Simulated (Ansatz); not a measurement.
**Si2W: response to uniaxial strain along c**

Aim: apply uniaxial strain along c to Si2W from -4.5 to +4.5 %, where the lengths of a and b and the atoms relax, the angles are held, and follow energy, stress and any gap.

Computed with Ansatz 0.2.0 (DFT PBE, scalar-relativistic, plane waves, PAW, unless a step's input says otherwise).

2 further runs of the same task are left out: 2 set aside as unsound or not needed.

**1. The starting structure**

Symmetry: I4/mmm, No. 139, tetragonal system. Conventional cell: a = 3.229 Å, b = 3.229 Å, c = 7.867 Å, α = 90.00°, β = 90.00°, γ = 90.00°. Around Si (site symmetry 4mm) lie 5 Si at 2.60 to 2.64 Å and 5 W at 2.63 Å. W (site symmetry 4/mmm) is surrounded by 10 Si at 2.63 Å.

Coordinates:

```
CELL_PARAMETERS angstrom
3.22900 0.00000 0.00000
0.00000 3.22900 0.00000
0.00000 0.00000 7.86683
ATOMIC_POSITIONS crystal
Si 0.00000 0.00000 0.33457
Si 0.50000 0.50000 0.16543
Si 0.50000 0.50000 0.83457
Si 0.00000 0.00000 0.66543
W 0.00000 0.00000 0.00000
W 0.50000 0.50000 0.50000
```

The unstrained cell comes from an earlier run at this level (6 atoms, E(σ→0) -23314.9192 eV, gap none (metal)).

**2. The cell strained by -1.5 %**

File input.yaml:

```yaml
crystal:
  lattice:
    - [3.2411040468, 0.0, 0.0]
    - [0.0, 3.2411040468, 0.0]
    - [0.0, 0.0, 7.7488254023]
  atoms:
    - { symbol: Si, position: [0.0, 0.0, 0.3345744057] }
    - { symbol: Si, position: [0.5, 0.5, 0.1654255943] }
    - { symbol: Si, position: [0.5, 0.5, 0.8345744057] }
    - { symbol: Si, position: [0.0, 0.0, 0.6654255943] }
    - { symbol: W, position: [0.0, 0.0, 0.0] }
    - { symbol: W, position: [0.5, 0.5, 0.5] }
basis:
  ecutwfc: 420
kpoints:
  mp_grid: { grid: [12, 12, 6] }
hamiltonian:
  xc: pbe
scf:
  occupations: { method: gaussian, width: 0.1 }
output:
  forces: true
  stress: true
  eigenvalues: true
relax:
  adjacent_minimum: "off"
  f_tol: 0.008
  max_steps: 40
  cell: { stress_tol: 0.015, fix: [c, angles] }
```

Run with:

```console
$ ansatz run input.yaml --threads 1 --pin off --max-ram 2560MiB --backend cpu --events-out ev --progress --plain --runs-dir out
```

Further runs follow: the cell strained by +1.5 %; strain -3.0 %; strain +3.0 %; the cell strained by -4.5 %; the cell strained by +4.5 %.

Q: Predict the outcome of this session. Wanted: (1/V) d²E/dε² at zero strain, cubic fit; strain of the free axis a per applied strain.

**Answer**, as computed:

| quantity | value |
| --- | --- |
| largest energy cost | 49.4 meV/atom at -4.5 % |
| (1/V) d²E/dε² at zero strain, cubic fit | 496 GPa |
| strain of the free axis a per applied strain | -0.18 |

In words: The curvature of the energy, 496 GPa, is Young's modulus along c, angles held. Compression by 4.5 % costs 49.4 meV/atom and stretching 36.3. On this cell's mesh the unstrained reference holds a stress of up to 0.13 GPa. The free axis a moves against the applied strain (factor -0.18). The runs treat W without spin-orbit coupling.
